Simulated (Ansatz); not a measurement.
The system is CuO.

```
Cu O
1.0
     2.83633    0.00000    0.00000
    -1.41816    2.45633    0.00000
     0.00000    0.00000    2.76811
Cu O
1 1
Direct
  0.00000 0.00000 0.00000
  0.66667 0.33333 0.50000
```

Measurements of this composition are mostly on another form, of space group No. 15.

* Program: Ansatz 0.2.0
* Task: relaxation of cell and atoms
* Functional: PBE
* Potentials or basis: all-electron LAPW, scalar-relativistic
* Basis error allowed: 0.002 eV/atom
* k mesh: 9 × 9 × 8
* Occupations: fermi-dirac, width 0.05 eV
* Spin: no spin polarisation

At the start: volume 9.64 Å³/atom.

Q: How do energy, volume and symmetry change on relaxing?

A: Over 5 steps the energy falls by 9.5 meV/atom and the volume is 9.68 Å³/atom (+0.4 %); space group P-6m2 (No. 187, to 0.05 Å).

Step by step:
| step | energy change (eV) | largest force (eV/Å) | volume (Å³) |
| --- | --- | --- | --- |
| 1 | 0.0000 | 0.0000 | 19.29 |
| 2 | -0.0179 | 0.0000 | 19.38 |
| 3 | -0.0190 | 0.0000 | 19.37 |
| 4 | -0.0190 | 0.0000 | 19.37 |
| 5 | -0.0191 | 0.0000 | 19.37 |

Final structure:
```cif
data_structure
_symmetry_space_group_name_H-M 'P 1'
_symmetry_Int_Tables_number 1
_cell_length_a 2.8840
_cell_length_b 2.8840
_cell_length_c 2.6885
_cell_angle_alpha 90.000
_cell_angle_beta 90.000
_cell_angle_gamma 120.000
_cell_volume 19.37
loop_
_atom_site_label
_atom_site_type_symbol
_atom_site_fract_x
_atom_site_fract_y
_atom_site_fract_z
_atom_site_occupancy
Cu1 Cu 0.00000 0.00000 0.00000 1
O1 O 0.66667 0.33333 0.50000 1
```

Caveat: the k mesh is thin for a metal, which can move the energy by tens of meV per atom; the run has no spin polarisation, though such a crystal can be magnetic.
